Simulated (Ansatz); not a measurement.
Run on ZnSe (rocksalt type): DFT, PBE, PAW with Ansatz's default frozen-core files, scalar-relativistic (Ansatz 0.2.0). This run: cell relaxed at zero pressure.

The start is a guessed cell of a prototype that needn't be stable.

Command: `ansatz run input.yaml --threads 1 --pin off --max-ram 3584MiB --backend cpu --events-out ev --progress --plain --runs-dir out` It took 18 s on 1 thread of Arm Neoverse V2, on a shared host, peak memory 0.36 GiB.

```yaml
crystal:
  lattice:
    - [0.0, 2.4940015978, 2.4940015978]
    - [2.4940015978, 0.0, 2.4940015978]
    - [2.4940015978, 2.4940015978, 0.0]
  atoms:
    - { symbol: Zn, position: [0.0, 0.0, 0.0] }
    - { symbol: Se, position: [0.5, 0.5, 0.5] }
kpoints:
  mp_grid: { grid: [14, 14, 14] }
scf:
  occupations: { method: fermi_dirac, width: 0.05 }
hamiltonian:
  xc: pbe
  pseudopotentials: { kind: paw }
output:
  forces: true
  stress: true
relax:
  f_tol: 0.005
  max_steps: 40
  cell: {}
```

Output:

```
Engine: ansatz 0.2.0
Pseudopotentials: kind: paw
Pseudopotential: Zn, paw, valence charge 12, recommended cutoff 420 eV (normal), Zn.paw.azcp
Pseudopotential: Se, paw, valence charge 16, recommended cutoff 420 eV (normal), Se.paw.azcp
Functional definition: PBE
  parameter kappa = 0.804
  parameter beta = 0.06672455060314922
  exchange = pbe_x(kappa = kappa, mu = beta*pi^2/3)
  correlation = pbe_c(beta = beta)
Crystal: 2 atoms, lattice volume = 31.026 Å³
Basis set: ecut = 420 eV, 609 PW (Γ), exchange–correlation on 48×48×48 points (8 copies of the dense FFT grid, shifted against one another)
Bands: 18, of which v1, the nominal top of the filled ones, is band 14 counted from 1 (13 counted from 0)
Symmetry: 48 space group operations
Space group: Fm-3m (ITA 225), of the structure as read, at distance tolerance 3.1e-5 Å
k-points: 104 of 2744
Non-local potential: Zn, projectors of the file, l = 0: 2, l = 1: 2, l = 2: 3, l = 3: 1
Non-local potential: Se, projectors of the file, l = 0: 2, l = 1: 2, l = 2: 3, l = 3: 1
PAW form: soft (Blöchl's): semilocal exchange-correlation on the pseudo side does not see the compensation charge
PAW one-centre angular grid: Zn, 590 points (default); XC on 64 Gauss nodes
PAW one-centre angular grid: Se, 590 points (default); XC on 64 Gauss nodes
Initial density: superposition of atomic densities (neutral atoms: chi_scale 0, normalization atom), corrected by the library's trained network
Initial wavefunctions: pseudopotential atomic-orbital guess
Functional: x = pbe(κ = 0.804, μ = 0.2195149727645171), c = pbe(β = 0.06672455060314922)
SCF iter   1: F=—  HF=-8788.420832 eV  |F-HF|=—  |Δ(HF+E_count)|=         —  Δρ=1.07e-3  dr2=1.77e-4  ethr=1.77e-3  ⟨swp⟩=5.4  Hψ=9315  notcnv=0
preconditioner: auto → Kerker (q_TF=auto, 2.682 Å⁻¹)  [metal: Δε(μ)=0.015 eV  Ē_g=13.209 eV  σ=0.050 eV  W_gap=0.07  n_scr=14 (ndim 8)  ℏωp=28.3 eV  f_vac=0.000  D(μ)=0.65/eV (n_scr^D=0)]
SCF iter   2: F=—  HF=-8788.420971 eV  |F-HF|=—  |Δ(HF+E_count)|=   1.39e-4  Δρ=5.91e-4  dr2=5.11e-5  ethr=6.34e-7  ⟨swp⟩=2.4  Hψ=4166  notcnv=0
SCF iter   3: F=—  HF=-8788.420989 eV  |F-HF|=—  |Δ(HF+E_count)|=   1.80e-5  Δρ=3.68e-4  dr2=2.06e-5  ethr=1.82e-7  ⟨swp⟩=2.4  Hψ=3295  notcnv=0
SCF iter   4: F=—  HF=-8788.420999 eV  |F-HF|=—  |Δ(HF+E_count)|=   9.85e-6  Δρ=6.06e-5  dr2=1.32e-6  ethr=7.34e-8  ⟨swp⟩=2.1  Hψ=2910  notcnv=0
SCF iter   5: F=—  HF=-8788.420998 eV  |F-HF|=—  |Δ(HF+E_count)|=   8.05e-7  Δρ=5.97e-5  dr2=6.64e-7  ethr=4.70e-9  ⟨swp⟩=2.0  Hψ=3334  notcnv=0
SCF iter   6: F=-8788.420998 eV  HF=-8788.420998 eV  |F-HF|=1.10e-8  |Δ(HF+E_count)|=   4.80e-7  Δρ=1.79e-5  dr2=8.64e-8  ethr=3.57e-10  ⟨swp⟩=3.6  Hψ=8029  notcnv=0
SCF 1 converged in 6 iterations: F = -8788.420998 eV  dr2 = 8.64e-8
  greatest PAW one-centre occupation: 1.000 electrons in one spin orbital (limit 2), on the Se atom at site 1 (counted from 0), in its partial waves of l = 2
relax step   1: F+E_penalty+E_count = -8788.42099764 eV  Δ(F+E_penalty+E_count) = +0.000e0 eV  max|allowed force component| = 1.118e-29 eV/Å  Δτ_max = 0.0000 Å  P = +25.698 GPa  Ω = 31.026 Å³  (6 SCF iters, dr2 threshold 1.00e-7 eV, accepted)
Crystal: 2 atoms, lattice volume = 35.788 Å³
Basis set: ecut = 420 eV, 725 PW (Γ), exchange–correlation on 48×48×48 points (8 copies of the dense FFT grid, shifted against one another)
Initial density: handed on by an earlier stage of this run
Initial wavefunctions: those handed on with the density
iter 1 solved again at ethr=2.01e-5 eV; its pass at ethr=3.10e-3 eV (dr2=5.63e-3 eV) is discarded
SCF iter   1: F=—  HF=-8788.862655 eV  |F-HF|=—  |Δ(HF+E_count)|=         —  Δρ=4.25e-3  dr2=5.60e-3  ethr=2.01e-5  ⟨swp⟩=2.0  Hψ=14199  notcnv=0
preconditioner: auto → Kerker (q_TF=auto, 2.619 Å⁻¹)  [metal: Δε(μ)=0.028 eV  Ē_g=12.302 eV  σ=0.050 eV  W_gap=0.14  n_scr=14 (ndim 8)  ℏωp=26.3 eV  f_vac=0.004  D(μ)=0.71/eV (n_scr^D=0)]
SCF iter   2: F=—  HF=-8788.862585 eV  |F-HF|=—  |Δ(HF+E_count)|=   7.07e-5  Δρ=3.20e-3  dr2=2.54e-3  ethr=2.00e-5  ⟨swp⟩=2.7  Hψ=2961  notcnv=0
SCF iter   3: F=—  HF=-8788.863495 eV  |F-HF|=—  |Δ(HF+E_count)|=   9.10e-4  Δρ=1.60e-3  dr2=7.68e-4  ethr=9.07e-6  ⟨swp⟩=2.0  Hψ=3106  notcnv=0
SCF iter   4: F=—  HF=-8788.863210 eV  |F-HF|=—  |Δ(HF+E_count)|=   2.85e-4  Δρ=4.57e-4  dr2=9.46e-5  ethr=2.74e-6  ⟨swp⟩=3.0  Hψ=3872  notcnv=0
SCF iter   5: F=—  HF=-8788.863270 eV  |F-HF|=—  |Δ(HF+E_count)|=   6.00e-5  Δρ=1.77e-4  dr2=1.17e-5  ethr=3.38e-7  ⟨swp⟩=2.0  Hψ=3334  notcnv=0
SCF iter   6: F=—  HF=-8788.863267 eV  |F-HF|=—  |Δ(HF+E_count)|=   2.44e-6  Δρ=6.68e-5  dr2=1.41e-6  ethr=4.19e-8  ⟨swp⟩=2.0  Hψ=3333  notcnv=0
SCF iter   7: F=-8788.863268 eV  HF=-8788.863268 eV  |F-HF|=6.86e-8  |Δ(HF+E_count)|=   1.01e-6  Δρ=1.83e-5  dr2=6.58e-8  ethr=7.14e-10  ⟨swp⟩=3.1  Hψ=8554  notcnv=0
SCF 2 converged in 7 iterations: F = -8788.863268 eV  dr2 = 6.58e-8
relax step   2: F+E_penalty+E_count = -8788.86326802 eV  Δ(F+E_penalty+E_count) = -4.423e-1 eV  max|allowed force component| = 9.236e-30 eV/Å  Δτ_max = 0.0000 Å  P = +6.524 GPa  Ω = 35.788 Å³  energy of the carried Pulay correction = -2.875e-3 eV  (7 SCF iters, dr2 threshold 2.00e-7 eV, accepted)
Crystal: 2 atoms, lattice volume = 37.756 Å³
iter 1 solved again at ethr=4.50e-6 eV; its pass at ethr=3.10e-3 eV (dr2=1.26e-3 eV) is discarded
SCF iter   1: F=—  HF=-8788.911872 eV  |F-HF|=—  |Δ(HF+E_count)|=         —  Δρ=1.52e-3  dr2=1.03e-3  ethr=4.50e-6  ⟨swp⟩=2.0  Hψ=13355  notcnv=0
preconditioner: auto → Kerker (q_TF=auto, 2.596 Å⁻¹)  [metal: Δε(μ)=0.014 eV  Ē_g=12.016 eV  σ=0.050 eV  W_gap=0.07  n_scr=14 (ndim 8)  ℏωp=25.6 eV  f_vac=0.002  D(μ)=0.73/eV (n_scr^D=0)]
SCF iter   2: F=—  HF=-8788.911717 eV  |F-HF|=—  |Δ(HF+E_count)|=   1.55e-4  Δρ=1.11e-3  dr2=3.44e-4  ethr=3.69e-6  ⟨swp⟩=2.0  Hψ=2442  notcnv=0
SCF iter   3: F=—  HF=-8788.911748 eV  |F-HF|=—  |Δ(HF+E_count)|=   3.08e-5  Δρ=5.04e-4  dr2=1.18e-4  ethr=1.23e-6  ⟨swp⟩=2.0  Hψ=2560  notcnv=0
SCF iter   4: F=—  HF=-8788.911762 eV  |F-HF|=—  |Δ(HF+E_count)|=   1.47e-5  Δρ=1.79e-4  dr2=1.54e-5  ethr=4.21e-7  ⟨swp⟩=2.0  Hψ=2707  notcnv=0
SCF iter   5: F=—  HF=-8788.911769 eV  |F-HF|=—  |Δ(HF+E_count)|=   6.91e-6  Δρ=4.90e-5  dr2=8.38e-7  ethr=5.49e-8  ⟨swp⟩=2.0  Hψ=2814  notcnv=0
[... lines left out ...]
Basis set: ecut = 420 eV, 749 PW (Γ), exchange–correlation on 54×54×54 points (8 copies of the dense FFT grid, shifted against one another)
Initial wavefunctions: pseudopotential atomic-orbital guess (no wavefunctions were taken with the density)
iter 1 solved again at ethr=3.41e-7 eV; its pass at ethr=3.10e-3 eV (dr2=9.56e-5 eV) is discarded
SCF iter   1: F=—  HF=-8788.908871 eV  |F-HF|=—  |Δ(HF+E_count)|=         —  Δρ=1.98e-3  dr2=4.41e-5  ethr=3.41e-7  ⟨swp⟩=2.1  Hψ=13508  notcnv=0
SCF iter   2: F=—  HF=-8788.917689 eV  |F-HF|=—  |Δ(HF+E_count)|=   8.82e-3  Δρ=1.02e-3  dr2=1.76e-5  ethr=1.57e-7  ⟨swp⟩=2.0  Hψ=2779  notcnv=0
SCF iter   3: F=—  HF=-8788.920667 eV  |F-HF|=—  |Δ(HF+E_count)|=   2.98e-3  Δρ=1.68e-4  dr2=6.98e-7  ethr=6.27e-8  ⟨swp⟩=2.0  Hψ=2766  notcnv=0
SCF iter   4: F=—  HF=-8788.920738 eV  |F-HF|=—  |Δ(HF+E_count)|=   7.13e-5  Δρ=2.56e-5  dr2=1.99e-7  ethr=2.49e-9  ⟨swp⟩=2.6  Hψ=3438  notcnv=0
SCF iter   5: F=—  HF=-8788.920738 eV  |F-HF|=—  |Δ(HF+E_count)|=   1.75e-9  Δρ=8.66e-6  dr2=2.31e-8  ethr=7.10e-10  ⟨swp⟩=2.9  Hψ=3808  notcnv=0
SCF iter   6: F=—  HF=-8788.920738 eV  |F-HF|=—  |Δ(HF+E_count)|=   9.16e-8  Δρ=8.08e-6  dr2=7.28e-9  ethr=8.23e-11  ⟨swp⟩=2.1  Hψ=2868  notcnv=0
SCF iter   7: F=—  HF=-8788.920738 eV  |F-HF|=—  |Δ(HF+E_count)|=   1.15e-7  Δρ=2.81e-6  dr2=1.54e-9  ethr=2.60e-11  ⟨swp⟩=2.0  Hψ=2735  notcnv=0
SCF iter   8: F=—  HF=-8788.920738 eV  |F-HF|=—  |Δ(HF+E_count)|=   1.53e-8  Δρ=7.96e-7  dr2=3.73e-10  ethr=5.49e-12  ⟨swp⟩=2.3  Hψ=2993  notcnv=0
SCF iter   9: F=—  HF=-8788.920738 eV  |F-HF|=—  |Δ(HF+E_count)|=  2.66e-10  Δρ=2.24e-7  dr2=2.43e-11  ethr=1.33e-12  ⟨swp⟩=2.0  Hψ=2811  notcnv=0
SCF iter  10: F=-8788.920738 eV  HF=-8788.920738 eV  |F-HF|=0.00e0  |Δ(HF+E_count)|=  9.09e-12  Δρ=2.36e-8  dr2=2.25e-13  ethr=1.00e-12  ⟨swp⟩=5.2  Hψ=8224  notcnv=0
SCF 6 converged in 10 iterations: F = -8788.920738 eV  dr2 = 2.25e-13
relax step   6: F+E_penalty+E_count = -8788.92073802 eV  Δ(F+E_penalty+E_count) = -4.621e-3 eV  max|allowed force component| = 3.760e-29 eV/Å  Δτ_max = 0.0000 Å  P = +0.048 GPa  Ω = 38.649 Å³  stress off target by 4.81e-2 GPa  SCF on the basis re-selected at this cell (its energy is not comparable with the rows above)  (10 SCF iters)
basis re-selected at this cell: Δ(F+E_penalty+E_count) = -4.621e-3 eV, ΔP = +0.050 GPa vs the last step (what re-selecting the basis moved, of the pressure what is left beyond the Pulay correction that the steps carried, after the strain that the cell walked since its last selection, with what the two solves' SCF thresholds leave and, on support functions, any second-order correction that the steps lacked; it is no measure of the basis error at this ecutwfc). The dense FFT grid was sized anew with the basis: this SCF ran on 27×27×27 points, the steps before it on 24×24×24, so part of this shift can come from that change (see relax.cell in the input reference). This SCF's stress stands 4.81e-2 GPa from its target on what of the cell is left free (relax.cell.stress_tol is 5.00e-2 GPa) and its largest allowed force component is 3.76e-29 eV/Å (relax.f_tol is 5.00e-3 eV/Å): within both
SCF converged after 10 iterations
Free energy (F): -8788.920738 eV
Harris-Foulkes:  -8788.920738 eV  (|F-HF|=0.00e0)
Internal energy: -8788.914845 eV  (E = F + TS)
E sigma→0 (E₀):  -8788.917791 eV
Entropy (-TS):   -0.005894 eV (-2.947 meV/atom)
Fermi energy:    9.160254 eV
--- Per-component energies (eV) ---
  E_band       = -320.244516
  E_kinetic    = 249.352925
  E_local      = -3850.989184  (includes V_loc(G=0)·N_el)
  E_nonlocal   = 20.332050
  E_hartree    = 1796.152715
  E_xc         = -240.751399
  E_vxc        = -149.371088  (∫ρ·V_xc dr)
  E_paw        = -3741.421538  (= ΣΔE_a)
  E_vpaw       = -181.873675  (= ΣTr[D̂ρ^β])
  E_aug_tail   = -0.000956  (compensation charges beyond the density's cutoff)
  E_ewald      = -3021.589456
  E_smearing   = -0.005894  (= −TS)
  E_closure    = -0.000000  (closes the sum)
  Σ components = -8788.920738   (vs F -8788.920738, Δ=0.00e0)
--- Forces (eV/Å), atoms counted from 1 ---
  atom   1  Zn     0.00000000     0.00000000     0.00000000
  atom   2  Se    -0.00000000     0.00000000     0.00000000
  max |Σ_I F_I| component: 6.78e-29 eV/Å
--- Stress (GPa, compression-positive) ---
        0.048079       0.000000       0.000000
        0.000000       0.048079       0.000000
        0.000000       0.000000       0.048079
  P = ⅓ Tr σ = 0.0481 GPa (0.481 kbar)
--- Relaxed structure (5 steps of the walk, 5 accepted, 1 SCFs on fresh bases) ---
  F+E_penalty+E_count = -8788.92073802 eV   max|allowed force component| = 3.760e-29 eV/Å   (the final SCF, on the basis selected at the relaxed cell)
  cell:  # Å, volume = 38.6489 Å³
    - [5.4662323587884024e-34, 2.6835043650027397, 2.6835043650027397]
    - [2.6835043650027397, 3.299399841552292e-34, 2.6835043650027397]
    - [2.6835043650027397, 2.6835043650027397, 1.1464587074015075e-34]
  atoms:
    - { symbol: Zn, position: [-2.091442231090881e-35, 1.8501219736578237e-35, 1.689241802034792e-35] }
    - { symbol: Se, position: [0.5000000000000001, 0.5000000000000001, 0.5000000000000001] }
```

Next run (rocksalt relaxed under pressure), as changes to the input before:

```diff
   lattice:
-    - [0.0, 2.4940015978, 2.4940015978]
-    - [2.4940015978, 0.0, 2.4940015978]
-    - [2.4940015978, 2.4940015978, 0.0]
+    - [0.0, 2.6193686313, 2.6193686313]
+    - [2.6193686313, 0.0, 2.6193686313]
+    - [2.6193686313, 2.6193686313, 0.0]
   atoms:
   stress: true
+  eigenvalues: true
 relax:
   max_steps: 40
-  cell: {}
+  cell: { p_target: 6.1, stress_tol: 0.03 }
```

Command: `ansatz run input.yaml --threads 1 --pin off --max-ram 3584MiB --backend cpu --events-out ev --progress --plain --runs-dir out` It took 8.1 s on 1 thread of Arm Neoverse V2, with other jobs on the host, peak memory 0.36 GiB.

Results part of the output:

```
basis re-selected at this cell: Δ(F+E_penalty+E_count) = -9.646e-9 eV, ΔP = +0.000 GPa vs the last step (what re-selecting the basis moved, of the pressure what is left beyond the Pulay correction that the steps carried, after the strain that the cell walked since its last selection, with what the two solves' SCF thresholds leave and, on support functions, any second-order correction that the steps lacked; it is no measure of the basis error at this ecutwfc). This SCF's stress stands 7.68e-3 GPa from its target on what of the cell is left free (relax.cell.stress_tol is 3.00e-2 GPa) and its largest allowed force component is 2.63e-31 eV/Å (relax.f_tol is 5.00e-3 eV/Å): within both
SCF converged after 6 iterations
Free energy (F): -8788.872247 eV
Harris-Foulkes:  -8788.872247 eV  (|F-HF|=0.00e0)
Internal energy: -8788.866658 eV  (E = F + TS)
E sigma→0 (E₀):  -8788.869453 eV
Entropy (-TS):   -0.005589 eV (-2.795 meV/atom)
Fermi energy:    10.332833 eV
--- Per-component energies (eV) ---
  E_band       = -292.663486
  E_kinetic    = 251.330441
  E_local      = -3731.288799  (includes V_loc(G=0)·N_el)
  E_nonlocal   = 19.777559
  E_hartree    = 1749.423286
  E_xc         = -241.887896
  E_vxc        = -150.900395  (∫ρ·V_xc dr)
  E_paw        = -3740.646643  (= ΣΔE_a)
  E_vpaw       = -180.427999  (= ΣTr[D̂ρ^β])
  E_aug_tail   = -0.000963  (compensation charges beyond the density's cutoff)
  E_ewald      = -3095.573643
  E_smearing   = -0.005589  (= −TS)
  E_closure    = -0.000000  (closes the sum)
  Σ components = -8788.872247   (vs F -8788.872247, Δ=0.00e0)
--- Forces (eV/Å), atoms counted from 1 ---
  atom   1  Zn    -0.00000000     0.00000000    -0.00000000
  atom   2  Se    -0.00000000     0.00000000    -0.00000000
  max |Σ_I F_I| component: 2.24e-30 eV/Å
--- Stress (GPa, compression-positive) ---
        6.092316       0.000000       0.000000
       -0.000000       6.092316       0.000000
        0.000000      -0.000000       6.092316
  P = ⅓ Tr σ = 6.0923 GPa (60.923 kbar)
--- Band table (eV; the first three rows and the last of 104) ---
  k-point 0: bands = ["-36.8234", "-36.8234", "-36.8192", "-36.8192", "-36.8192", "-3.9783", "3.6111", "3.6111", "3.6310", "3.6310", "3.6310", "9.8199", "9.8199", "9.8199", "11.5175", "18.9737", "18.9737", "18.9737"]
  k-point 1: bands = ["-36.8234", "-36.8234", "-36.8191", "-36.8191", "-36.8191", "-3.9208", "3.5975", "3.5975", "3.6248", "3.6361", "3.6361", "9.0975", "9.8346", "9.8346", "12.1726", "18.4899", "18.9577", "18.9577"]
  k-point 2: bands = ["-36.8234", "-36.8234", "-36.8191", "-36.8190", "-36.8190", "-3.7522", "3.5566", "3.5566", "3.6031", "3.6539", "3.6539", "7.9094", "9.8787", "9.8787", "13.1177", "17.8006", "18.3424", "18.3424"]
  k-point 103: bands = ["-36.8236", "-36.8231", "-36.8189", "-36.8186", "-36.8180", "-2.0688", "3.4301", "3.5410", "3.5894", "3.8107", "4.0708", "5.8548", "6.3778", "6.4302", "13.2590", "16.7893", "17.8083", "19.3607"]
--- Relaxed structure (1 steps of the walk, 1 accepted, 1 SCFs on fresh bases) ---
  F+E_penalty+E_count = -8788.87224749 eV   max|allowed force component| = 2.630e-31 eV/Å   (the final SCF, on the basis selected at the relaxed cell)
  cell:  # Å, volume = 35.9435 Å³
    - [0.0, 2.6193686313, 2.6193686313]
    - [2.6193686313, 0.0, 2.6193686313]
    - [2.6193686313, 2.6193686313, 0.0]
  atoms:
    - { symbol: Zn, position: [0.0, 0.0, 0.0] }
    - { symbol: Se, position: [0.5, 0.5, 0.5] }
```

Next run (CsCl relaxed under pressure), as changes to the input before:

```diff
   lattice:
-    - [0.0, 2.6193686313, 2.6193686313]
-    - [2.6193686313, 0.0, 2.6193686313]
-    - [2.6193686313, 2.6193686313, 0.0]
+    - [3.231841354, 0.0, 0.0]
+    - [0.0, 3.231841354, 0.0]
+    - [0.0, 0.0, 3.231841354]
   atoms:
```

Results part of the output:

```
basis re-selected at this cell: Δ(F+E_penalty+E_count) = -4.460e-4 eV, ΔP = -0.005 GPa vs the last step (what re-selecting the basis moved, of the pressure what is left beyond the Pulay correction that the steps carried, after the strain that the cell walked since its last selection, with what the two solves' SCF thresholds leave and, on support functions, any second-order correction that the steps lacked; it is no measure of the basis error at this ecutwfc). This SCF's stress stands 3.04e-3 GPa from its target on what of the cell is left free (relax.cell.stress_tol is 3.00e-2 GPa) and its largest allowed force component is 1.76e-31 eV/Å (relax.f_tol is 5.00e-3 eV/Å): within both
SCF converged after 7 iterations
Free energy (F): -8787.801090 eV
Harris-Foulkes:  -8787.801090 eV  (|F-HF|=3.64e-12)
Internal energy: -8787.791128 eV  (E = F + TS)
E sigma→0 (E₀):  -8787.796109 eV
Entropy (-TS):   -0.009962 eV (-4.981 meV/atom)
Fermi energy:    11.417049 eV
--- Per-component energies (eV) ---
  E_band       = -276.642291
  E_kinetic    = 250.222892
  E_local      = -3575.308837  (includes V_loc(G=0)·N_el)
  E_nonlocal   = 20.492824
  E_hartree    = 1679.653633
  E_xc         = -241.272135
  E_vxc        = -150.015359  (∫ρ·V_xc dr)
  E_paw        = -3741.007176  (= ΣΔE_a)
  E_vpaw       = -181.340146  (= ΣTr[D̂ρ^β])
  E_aug_tail   = -0.000947  (compensation charges beyond the density's cutoff)
  E_ewald      = -3180.571381
  E_smearing   = -0.009962  (= −TS)
  E_closure    = 0.000000  (closes the sum)
  Σ components = -8787.801090   (vs F -8787.801090, Δ=0.00e0)
--- Forces (eV/Å), atoms counted from 1 ---
  atom   1  Zn    -0.00000000     0.00000000     0.00000000
  atom   2  Se     0.00000000     0.00000000     0.00000000
  max |Σ_I F_I| component: 3.72e-31 eV/Å
--- Stress (GPa, compression-positive) ---
        6.096962       0.000000       0.000000
        0.000000       6.096962      -0.000000
        0.000000      -0.000000       6.096962
  P = ⅓ Tr σ = 6.0970 GPa (60.970 kbar)
--- Band table (eV; the first three rows and the last of 120) ---
  k-point 0: bands = ["-36.4903", "-36.4903", "-36.4865", "-36.4865", "-36.4865", "-3.6385", "4.1393", "4.1393", "4.4825", "4.4825", "4.4825", "10.1202", "10.1202", "10.1202", "10.4248", "17.1299", "17.1299", "23.1124"]
  k-point 1: bands = ["-36.4903", "-36.4900", "-36.4865", "-36.4865", "-36.4864", "-3.5878", "4.1420", "4.1441", "4.4711", "4.4711", "4.4832", "9.1005", "10.1828", "10.1828", "11.2503", "17.1806", "17.4795", "22.7517"]
  k-point 2: bands = ["-36.4903", "-36.4894", "-36.4867", "-36.4867", "-36.4864", "-3.4394", "4.1498", "4.1509", "4.4400", "4.4400", "4.4853", "7.8779", "10.3641", "10.3641", "11.9861", "17.3318", "18.3447", "21.8714"]
  k-point 119: bands = ["-36.4886", "-36.4886", "-36.4886", "-36.4834", "-36.4834", "-0.1519", "3.7818", "3.7818", "3.7818", "4.6190", "4.6190", "8.5668", "8.5668", "8.5668", "12.2367", "12.2367", "12.2367", "12.6915"]
--- Relaxed structure (4 steps of the walk, 4 accepted, 1 SCFs on fresh bases) ---
  F+E_penalty+E_count = -8787.80108956 eV   max|allowed force component| = 1.756e-31 eV/Å   (the final SCF, on the basis selected at the relaxed cell)
  cell:  # Å, volume = 34.8437 Å³
    - [3.266190977618982, -3.400470058058713e-34, -8.345696425678021e-34]
    - [4.30324971949023e-34, 3.266190977618982, -6.419766481290786e-35]
    - [-1.0913603018194335e-33, -6.419766481290786e-35, 3.266190977618982]
  atoms:
    - { symbol: Zn, position: [-5.50457771955772e-48, 7.057150922509898e-49, 1.8622606795851654e-36] }
    - { symbol: Se, position: [0.5, 0.5, 0.5] }
```
